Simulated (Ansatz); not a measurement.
# F: band gap under strain

How does strain move the band edges of F built on the database structure prototype, and do the functionals agree on it? States: no strain; -2.5 % equal strain in all directions; -1.3 % strain along y alone.

Program: Ansatz 0.2.0. PAW datasets, plane waves. Spin-unpolarised throughout; all numbers are computed.

## 1. Starting point

The unstrained cell was relaxed with r2SCAN+rVV10; in each strained cell the atoms were relaxed again with r2SCAN+rVV10. Names of k-points are those of the unstrained zone, where strain can split equivalent points. First state: no strain.

Space group C2/m (No. 12), monoclinic; conventional cell a = 5.202 Å, b = 2.983 Å, c = 7.091 Å, β = 107.2°, 13.14 Å³ an atom. Near F stand 1 F at 1.40 Å.

Coordinates:

```xyz
4
Lattice="2.6009 -1.4917 -0.0067 2.6009 1.4917 -0.0067 -2.0794 0.0000 6.7795" Properties=species:S:1:pos:R:3 pbc="T T T"
F     1.7918    0.0000    2.7225
F     0.2417    0.0000    0.6573
F     1.3305    0.0000    4.0436
F     2.8806    0.0000    6.1088
```

## 2. No strain: PBE

Contents of input.yaml:

```yaml
crystal:
  lattice:
    - [2.6008784203, -1.4917119192, -0.0066657971]
    - [2.6008784203, 1.4917119192, -0.0066657971]
    - [-2.0794375002, 0.0, 6.779462284]
  atoms:
    - { symbol: F, position: [0.5053995766, 0.5053995766, 0.4025797552] }
    - { symbol: F, position: [0.0852977317, 0.0852977317, 0.0971240918] }
    - { symbol: F, position: [0.4946004234, 0.4946004234, 0.5974202448] }
    - { symbol: F, position: [0.9147022683, 0.9147022683, 0.9028759082] }
kpoints:
  mp_grid: { grid: [10, 10, 4] }
  band_path:
    path:
      - [0.0, 0.0, 0.0]
      - [-0.3401160853, 0.3401160853, 0.0]
      - [-0.6598839147, -0.3401160853, 0.0]
      - [-0.5, -0.5, 0.0]
      - [-0.5, -0.5, 0.5]
      - [-0.6794305525, -0.3205694475, 0.5]
      - [-0.3205694475, 0.3205694475, 0.5]
      - [0.0, 0.0, 0.5]
      - [-0.5, 0.0, 0.5]
    npoints: 1
hamiltonian:
  xc: pbe
scf:
  occupations: { method: fermi_dirac, width: 0.02 }
  n_extra_bands: 5
output:
  forces: true
  stress: true
  eigenvalues: true
  write_density: true
  write_potential: true
  elf: true
  volumetric_format: npy
```

On the command line:

```
$ ansatz run input.yaml --threads 4 --pin off --max-ram 4608MiB --backend cpu --events-out ev --progress --plain --runs-dir out
```

Further steps of the session: No strain: r2SCAN; No strain: HSE06; -2.5 % equal strain in all directions: PBE; -2.5 % equal strain in all directions: r2SCAN; -2.5 % equal strain in all directions: HSE06; -1.3 % strain along y alone: PBE; -1.3 % strain along y alone: r2SCAN; -1.3 % strain along y alone: HSE06.

Before running it: what results should come out?

As calculated:

Least gap in eV (negative: overlap), with the change from the unstrained cell in brackets:

| state | volume change (%) | PBE | r2SCAN | HSE06 |
| --- | --- | --- | --- | --- |
| no strain | +0.0 | 2.68 | 3.53 | 5.86 |
| -2.5 % equal strain in all directions | -7.2 | 2.57 (-0.11) | 3.42 (-0.11) | 5.75 (-0.11) |
| -1.3 % strain along y alone | -1.3 | 2.64 (-0.04) | 3.49 (-0.04) | 5.83 (-0.03) |

**Reading.** The largest move of the HSE06 gap in the table is -0.111 eV, under -2.5 % equal strain in all directions. PBE and HSE06 differ by 3.18 eV on the unstrained gap, and by at most 0.01 eV on its change: PBE follows the response to strain far better than the gap itself.
